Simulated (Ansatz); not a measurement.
## GaAs under changes of volume

One of the cells (22.590 Å³/atom); the others are scaled copies at fixed shape and fractional positions:

```
As Ga
1.0
     0.00000    2.82685    2.82685
     2.82685    0.00000    2.82685
     2.82685    2.82685    0.00000
As Ga
1 1
Direct
  0.75000 0.75000 0.75000
  0.00000 0.00000 0.00000
```

| Quantity | Value |
| --- | --- |
| Program | Ansatz 0.2.0 |
| Functional | r2SCAN50 |
| Potentials or basis | Ansatz PAW |
| Cutoff | 500 eV (not typed: the program's choice for these potentials) |
| k mesh | 4 × 4 × 4 |
| Occupations | fermi-dirac, width 0.05 eV |
| Spin | no spin polarisation |

| volume (Å³/atom) | energy over the lowest point (meV/atom) | pressure (GPa) | gap on the mesh (eV) |
| --- | --- | --- | --- |
| 21.234 | 12.80 | 4.3 | 4.03 |
| 21.686 | 3.59 | 2.2 | 4.07 |
| 22.138 | 0.00 | 0.3 | 4.04 |
| 22.590 | ? | ? | ? |
| 23.041 | 7.42 | -2.9 | 3.65 |
| 23.493 | 17.48 | -4.2 | 3.46 |
| 23.945 | 31.16 | -5.5 | 3.27 |

Q: What does the run at 22.590 Å³/atom give?

A: Energy over the lowest point 1.42 meV/atom; pressure -1.3 GPa; gap on the mesh 3.84 eV.

Worked out: A Birch-Murnaghan fit of order 3 (a polynomial in V^(-2/3)) to the other rows has its minimum at 22.23 Å³/atom with B0 = V·E''(V) = 86 GPa and B' = 4.3. It gives 1.46 meV/atom at 22.590 Å³/atom, against the run's 1.42, and -dE/dV = -1.3 GPa, against -1.3. A parabola through the other rows of the gap, of slope -7.12 eV per unit of ln V there, gives 3.87 eV, against the run's 3.84.

Energies are extrapolated to zero smearing.

Caveats: all runs use coarse meshes; the PAW data sets come from PBE, with cores solved anew for the run's functional, which leaves a small shift of forces and pressure; the thresholds are loose for stress.

A mesh can miss the band edges. Spin-orbit coupling on As, Ga is left out.
